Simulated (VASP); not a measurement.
# Fe (Im-3m) in VASP: notebook

Runs on Fe. Level: PBE. Tasks: relaxation of cell and atoms.

All numbers are computed with VASP 6.6.1; they aren't measurements. Logs are shortened: lines on timing, memory, paths and dates and some standing lists are left out, and cuts for length are marked.

## Step 1: Starting point

The structure is cubic, space group Im-3m (No. 229). The conventional cell has a = 2.886 Å, b = 2.886 Å, c = 2.886 Å, α = 90.00°, β = 90.00°, γ = 90.00°. Around Fe (site symmetry m-3m) lie 8 Fe at 2.50 Å.

## Step 2: Relaxation of cell and atoms, PBE, collinear spin, ferromagnetic start

INCAR reads:

```
  PREC = Accurate
  ENCUT = 350
  EDIFF = 1E-7
  ISMEAR = 0
  SIGMA = 0.1
  LREAL = False
  LASPH = True
  NELM = 150
  ALGO = Fast
  ISIF = 3
  LWAVE = False
  LCHARG = False
  ISPIN = 2
  MAGMOM = 2.5
  LORBIT = 11
  LMAXMIX = 4
  GGA = PE
  IBRION = 2
  NSW = 80
  EDIFFG = -0.002
```

KPOINTS reads:

```
regular mesh
0
Gamma
  20 20 20
```

POSCAR reads:

```
Fe
1.0
   -1.4430000000      1.4430000000      1.4430000000
    1.4430000000     -1.4430000000      1.4430000000
    1.4430000000      1.4430000000     -1.4430000000
Fe
1
Direct
    0.0000000000      0.0000000000      0.0000000000
```

Potentials or basis: VASP PAW PBE potentials, release 64 (Fe).

Run with:

```
cat potpaw_PBE.64/Fe/POTCAR > POTCAR
mpirun -np 1 vasp_std > vasp.out
```

OUTCAR:

```text
PREC = Accurate
   ENCUT = 350
   EDIFF = 1E-7
   ISMEAR = 0
   LREAL = False
   LASPH = True
   NELM = 150
   ISIF = 3
   ISPIN = 2
   LORBIT = 11
   GGA = PE
   IBRION = 2
   NSW = 80
   EDIFFG = -0.002

 ion  position               nearest neighbor table
   1  0.000  0.000  0.000-

  LATTYP: Found a body centered cubic cell.
 ALAT       =     2.8860000000

  Lattice vectors:

 A1 = (  -1.4430000000,   1.4430000000,   1.4430000000)
 A2 = (   1.4430000000,  -1.4430000000,   1.4430000000)
 A3 = (   1.4430000000,   1.4430000000,  -1.4430000000)

Analysis of symmetry for initial positions (statically):
=====================================================================
 Subroutine PRICEL returns:
 Original cell was already a primitive cell.

 Routine SETGRP: Setting up the symmetry group for a
 body centered cubic supercell.

 Subroutine GETGRP returns: Found 48 space group operations
 (whereof 48 operations were pure point group operations)
 out of a pool of 48 trial point group operations.

The static configuration has the point symmetry O_h .

Analysis of symmetry for dynamics (positions and initial velocities):
=====================================================================
 Subroutine PRICEL returns:
 Original cell was already a primitive cell.

 Routine SETGRP: Setting up the symmetry group for a
 body centered cubic supercell.

 Subroutine GETGRP returns: Found 48 space group operations
 (whereof 48 operations were pure point group operations)
 out of a pool of 48 trial point group operations.

The dynamic configuration has the point symmetry O_h .

Analysis of structural, dynamic, and magnetic symmetry:
=====================================================================
 Subroutine PRICEL returns:
 Original cell was already a primitive cell.

 Routine SETGRP: Setting up the symmetry group for a
 body centered cubic supercell.

 Subroutine GETGRP returns: Found 48 space group operations
 (whereof 48 operations were pure point group operations)
 out of a pool of 48 trial point group operations.

The overall configuration has the point symmetry O_h .

 Subroutine INISYM returns: Found 48 space group operations
 (whereof 48 operations are pure point group operations),
 and found     1 'primitive' translations

----------------------------------------------------------------------------------------

                                     Primitive cell

  volume of cell :      12.0187

  direct lattice vectors                    reciprocal lattice vectors
    -1.443000000  1.443000000  1.443000000     0.000000000  0.346500347  0.346500347
     1.443000000 -1.443000000  1.443000000     0.346500347  0.000000000  0.346500347
     1.443000000  1.443000000 -1.443000000     0.346500347  0.346500347  0.000000000

  length of vectors
     2.499349315  2.499349315  2.499349315     0.490025489  0.490025489  0.490025489

  position of ions in fractional coordinates (direct lattice)
     0.000000000  0.000000000  0.000000000

  ion indices of the primitive-cell ions
   primitive index   ion index
                 1           1

----------------------------------------------------------------------------------------

 KPOINTS: regular mesh

Automatic generation of k-mesh.
 Grid dimensions read from file:
 generate k-points for:   20   20   20

 Generating k-lattice:

  Cartesian coordinates                     Fractional coordinates (reciprocal lattice)
     0.000000000  0.017325017  0.017325017     0.050000000  0.000000000  0.000000000
     0.017325017  0.000000000  0.017325017     0.000000000  0.050000000  0.000000000
     0.017325017  0.017325017  0.000000000     0.000000000  0.000000000  0.050000000

  Length of vectors
     0.024501274  0.024501274  0.024501274

  Shift w.r.t. Gamma in fractional coordinates (k-lattice)
     0.000000000  0.000000000  0.000000000

 Subroutine IBZKPT returns following result:
 ===========================================

 Found    256 irreducible k-points:

 Following reciprocal coordinates:
            Coordinates               Weight
  0.000000  0.000000  0.000000      1.000000
  0.050000  0.000000  0.000000     12.000000
  0.100000  0.000000  0.000000     12.000000
  0.150000  0.000000  0.000000     12.000000
  0.200000  0.000000  0.000000     12.000000
  0.250000  0.000000  0.000000     12.000000
[... 16 lines left out ...]
  0.200000  0.100000  0.000000     48.000000
  0.250000  0.100000  0.000000     48.000000
 [... further k-points ...]
   k-points           NKPTS =    256   k-points in BZ     NKDIM =    256   number of bands    NBANDS=      9
   number of dos      NEDOS =    301   number of ions     NIONS =      1
   total plane-waves  NPLWV =   4096
   dimension x,y,z NGX =    16 NGY =   16 NGZ =   16
   dimension x,y,z NGXF=    32 NGYF=   32 NGZF=   32
   ions per type =               1
   NGX,Y,Z   is equivalent  to a cutoff of  10.64, 10.64, 10.64 a.u.
   NGXF,Y,Z  is equivalent  to a cutoff of  21.29, 21.29, 21.29 a.u.
 SYSTEM =  unknown system
   PREC   = accura    normal or accurate (medium, high low for compatibility)
   ISTART =      0    job   : 0-new  1-cont  2-samecut
   ICHARG =      2    charge: 1-file 2-atom 10-const
   ISPIN  =      2    spin polarized calculation?
   LNONCOLLINEAR =      F non collinear calculations
   LSORBIT =      F    spin-orbit coupling
   LASPH  =      T    aspherical Exc in radial PAW
   ENCUT  =  350.0 eV  25.72 Ry    5.07 a.u.   3.81  3.81  3.81*2*pi/ulx,y,z
   NELM   =    150;   NELMIN=  2; NELMDL= -5     # of ELM steps
   EDIFF  = 0.1E-06   stopping-criterion for ELM
   LREAL  =      F    real-space projection
   EDIFFG = -.2E-02   stopping-criterion for IOM
   NSW    =     80    number of steps for IOM
   IBRION =      2    ionic relax: 0-MD 1-quasi-New 2-CG
   NFREE  =      1    steps in history (QN), initial steepest desc. (CG)
   ISIF   =      3    stress and relaxation
   ISYM   =      2    0-nonsym 1-usesym 2-fastsym
   POTIM  = 0.5000    time-step for ionic-motion
   TEBEG  =    0.0;   TEEND  =   0.0 temperature during run
   PSTRESS=    0.0 pullay stress
   NELECT =       8.0000    total number of electrons
   NUPDOWN=      -1.0000    fix difference up-down
   EMIN   =  10.00;   EMAX   =-10.00  energy-range for DOS
   EFERMI =   0.00;   METHOD = LEGACY
   ISMEAR =     0;   SIGMA  =   0.10  broadening in eV -4-tet -1-fermi 0-gaus
   EFERMI_NEDOS =   21; number of points for ismear=-14 and -15
   IALGO  =     68    algorithm
   IMIX   =      4    mixing-type and parameters
     AMIX     =   0.40;   BMIX     =  1.00
     AMIX_MAG =   1.60;   BMIX_MAG =  1.00
  volume/ion in A,a.u.               =      12.02        81.11
  Fermi-wavevector in a.u.,A,eV,Ry     =   1.429394  2.701162 27.798962  2.043166
  Thomas-Fermi vector in A             =   2.549352
   LORBIT       =     11    0 simple, 1 ext, 2 COOP (PROOUT), +10 PAW based schemes
   GGA     = PE    functional components
   LHFCALC =     F    Hartree Fock is set to
   AEXX    =    0.0000 exact exchange contribution
   IVDW    =     0    specifies the selected vdW correction
   LEPSILON=     F    determine dielectric tensor
   LRPA    =     F    only Hartree local field effects (RPA)
 conjugate gradient relaxation of ions
 spin polarized calculation
 RMM-DIIS sequential band-by-band and
 Gauss-broadening in eV      SIGMA  =   0.10
  energy-cutoff  :      350.00
  volume of cell :       12.02
 maximum number of plane-waves:       188
   NGX =  7   NGY =  7   NGZ =  7

--------------------------------------- Ionic step        1  -------------------------------------------

 number of electron       7.9999984 magnetization       2.2829039

 Free energy of the ion-electron system (eV)
  ---------------------------------------------------
  ext. energy  EPLUGINS =         0.00000000
  ---------------------------------------------------
  free energy    TOTEN  =        -8.22887799 eV

  energy without entropy =       -8.22382052  energy(sigma->0) =       -8.22634925

------------------------ aborting loop because EDIFF is reached ----------------------------------------

  FORCE on cell =-STRESS in cart. coord.  units (eV):
  Direction    XX          YY          ZZ          XY          YZ          ZX
  --------------------------------------------------------------------------------------
  -------------------------------------------------------------------------------------
  Total       -0.7376412     -0.7376412     -0.7376412      0.0000000      0.0000000      0.0000000
  in kB      -98.3324241    -98.3324241    -98.3324241      0.0000000      0.0000000      0.0000000
  external PRESSURE =     -98.3324241 kB  Pullay stress =       0.0000000 kB
[... 55 lines left out ...]
  energy  without entropy=       -8.2319747437  energy(sigma->0) =       -8.23397278

--------------------------------------- Ionic step        3  -------------------------------------------

 number of electron       8.0000015 magnetization       2.1875820

 Free energy of the ion-electron system (eV)
  ---------------------------------------------------
  ext. energy  EPLUGINS =         0.00000000
  ---------------------------------------------------
  free energy    TOTEN  =        -8.25146601 eV

  energy without entropy =       -8.24611179  energy(sigma->0) =       -8.24878890

 E-fermi :   5.8651     XC(G=0): -13.1417

 val. band max:        5.8629217561   @ k =  -0.4500  -0.4500   0.2500
 cond. band min:       5.8669211493   @ k =  -0.4000   0.5000   0.2000
 fundamental gap:      0.0039993932
 Fermi energy:         5.8651102707

 spin component 1

 k-point     1 :       0.0000    0.0000    0.0000
  band No.  band energies     occupation
      1      -2.5925      1.00000
      2       3.5537      1.00000
      3       3.5537      1.00000
      4       3.5537      1.00000
      5       4.7712      1.00000
      6       4.7712      1.00000
      7      30.9259      0.00000
      8      30.9259      0.00000
      9      30.9259      0.00000
[... 265 lines left out ...]
 k-point    24 :       0.2500    0.1000    0.0000
  band No.  band energies     occupation
      1       0.5706      1.00000
      2       2.8330      1.00000
      3       3.2914      1.00000
      4       4.6028      1.00000
      5       4.9720      1.00000
      6       5.5804      0.99997
      7      19.5935      0.00000
      8      24.0795      0.00000
      9      27.5747      0.00000

 [... further k-points ...]

 spin component 2

 k-point     1 :       0.0000    0.0000    0.0000
  band No.  band energies     occupation
      1      -2.4257      1.00000
      2       5.4598      1.00000
      3       5.4599      1.00000
      4       5.4599      1.00000
      5       7.5238      0.00000
      6       7.5239      0.00000
      7      30.6744      0.00000
      8      30.6744      0.00000
      9      30.6744      0.00000
[... 304 lines left out ...]
  FREE ENERGIE OF THE ION-ELECTRON SYSTEM (eV)
  ---------------------------------------------------
  free  energy   TOTEN  =        -8.2514660097 eV

  energy  without entropy=       -8.2461117890  energy(sigma->0) =       -8.24878890

 reached required accuracy - stopping structural energy minimisation

 total charge

# of ion       s       p       d       tot
------------------------------------------
    1        0.489   0.546   6.237   7.273

 magnetization (x)

# of ion       s       p       d       tot
------------------------------------------
    1       -0.013  -0.056   2.252   2.184
```

It took 38 s on 1 thread of AMD EPYC 9R45 (Zen 5), shared host; peak memory 0.12 GiB.

Results:

```
Free energy                                           : -8.2515 eV
Relaxed volume                                        : 11.32 Å³/atom
Relaxed cell                                          : a = 2.450 Å, b = 2.450 Å, c = 2.450 Å, α = 109.47°, β = 109.47°, γ = 109.47°
Space group after relaxing (to 0.05 Å)                : Im-3m (No. 229)
Energy gained by relaxing                             : 22.6 meV/atom
Ionic steps                                           : 3
Pressure after relaxing                               : 0.0 GPa
Band gap on the k mesh                                : none (metal or under the smearing width)
Net moment                                            : 2.19 μB per cell
Site moments                                          : Fe +2.18 μB
Valence electrons inside the program's atomic spheres : Fe 7.27
```

Step by step:
```csv
step,energy change (eV),largest force (eV/Å),pressure (GPa),volume (Å³)
1,0.0000,0.0000,-9.83,12.02
2,-0.0071,0.0000,10.02,10.78
3,-0.0226,0.0000,0.01,11.32
```

Final structure:
```xyz
1
Lattice="-1.4143 1.4143 1.4143 1.4143 -1.4143 1.4143 1.4143 1.4143 -1.4143" Properties=species:S:1:pos:R:3 pbc="T T T"
Fe    0.0000    0.0000    0.0000
```

Levels at points of the mesh, in eV from the Fermi level:
Spin up:
| k point | band 3 | band 4 | band 5 | band 6 | band 7 | band 8 |
| --- | --- | --- | --- | --- | --- | --- |
| (0.00, 0.00, 0.00) | -2.31 | -2.31 | -1.09 | -1.09 | 25.06 | 25.06 |
| (0.50, 0.00, 0.00) | -1.03 | -0.90 | 0.39 | 0.52 | 7.39 | 18.40 |
| (0.50, 0.50, 0.50) | 0.12 | 0.12 | 0.12 | 9.96 | 9.96 | 9.96 |
Spin down:
| k point | band 1 | band 2 | band 3 | band 4 | band 5 | band 6 | band 7 |
| --- | --- | --- | --- | --- | --- | --- | --- |
| (0.00, 0.00, 0.00) | -8.29 | -0.41 | -0.41 | -0.41 | 1.66 | 1.66 | 24.81 |
| (0.50, 0.00, 0.00) | -3.67 | -1.69 | 0.62 | 1.51 | 1.92 | 2.61 | 8.76 |
| (0.50, 0.50, 0.50) | -3.05 | -3.05 | 2.30 | 2.30 | 2.30 | 10.23 | 10.23 |

## Step 3: Relaxation of cell and atoms, PBE, collinear spin, ferromagnetic start

This run uses another cell than the first one, of 11.32 Å³/atom, 0.942 times its volume.

INCAR is that of step 2.

KPOINTS is that of step 2.

POSCAR reads:

```
Fe                                      
1.0
   -1.4143026461      1.4143026461      1.4143026461
    1.4143026461     -1.4143026461      1.4143026461
    1.4143026461      1.4143026461     -1.4143026461
  Fe            
     1
Direct
     0.0000000000000000    0.0000000000000000    0.0000000000000000
```

Potentials or basis: VASP PAW PBE potentials, release 64 (Fe).

Run with:

```
cat potpaw_PBE.64/Fe/POTCAR > POTCAR
mpirun -np 1 vasp_std > vasp.out
```

It took 27 s on 1 thread of AMD EPYC 9R45 (Zen 5), shared host; peak memory 0.11 GiB.

It converged, with:

```
Free energy                                           : -8.2497 eV
Relaxed volume                                        : 11.33 Å³/atom
Relaxed cell                                          : a = 2.450 Å, b = 2.450 Å, c = 2.450 Å, α = 109.47°, β = 109.47°, γ = 109.47°
Space group after relaxing (to 0.05 Å)                : Im-3m (No. 229)
Energy gained by relaxing                             : 0.0 meV/atom
Ionic steps                                           : 3
Pressure after relaxing                               : 0.0 GPa
Band gap on the k mesh                                : none (metal or under the smearing width)
Net moment                                            : 2.19 μB per cell
Site moments                                          : Fe +2.19 μB
Valence electrons inside the program's atomic spheres : Fe 7.27
```

Final structure:
```cif
data_structure
_symmetry_space_group_name_H-M 'P 1'
_symmetry_Int_Tables_number 1
_cell_length_a 2.4503
_cell_length_b 2.4503
_cell_length_c 2.4503
_cell_angle_alpha 109.471
_cell_angle_beta 109.471
_cell_angle_gamma 109.471
_cell_volume 11.33
loop_
_atom_site_label
_atom_site_type_symbol
_atom_site_fract_x
_atom_site_fract_y
_atom_site_fract_z
_atom_site_occupancy
Fe1 Fe 0.00000 0.00000 0.00000 1
```

Levels at points of the mesh, in eV from the Fermi level:
Spin up:
| k point | band 2 | band 3 | band 4 | band 5 | band 6 | band 7 | band 8 | band 9 |
| --- | --- | --- | --- | --- | --- | --- | --- | --- |
| (0.00, 0.00, 0.00) | -2.31 | -2.31 | -2.31 | -1.09 | -1.09 | 25.05 | 25.05 | 25.05 |
| (0.50, 0.00, 0.00) | -3.40 | -1.03 | -0.90 | 0.39 | 0.52 | 7.38 | 18.39 | 20.27 |
| (0.50, 0.50, 0.50) | -4.87 | 0.12 | 0.12 | 0.12 | 9.95 | 9.95 | 9.95 | 15.68 |
Spin down:
```
           k point  band 1  band 2  band 3  band 4  band 5  band 6
(0.00, 0.00, 0.00)   -8.29   -0.40   -0.40   -0.40    1.66    1.66
(0.50, 0.00, 0.00)   -3.66   -1.69    0.62    1.51    1.92    2.61
(0.50, 0.50, 0.50)   -3.05   -3.05    2.30    2.30    2.30   10.23
```
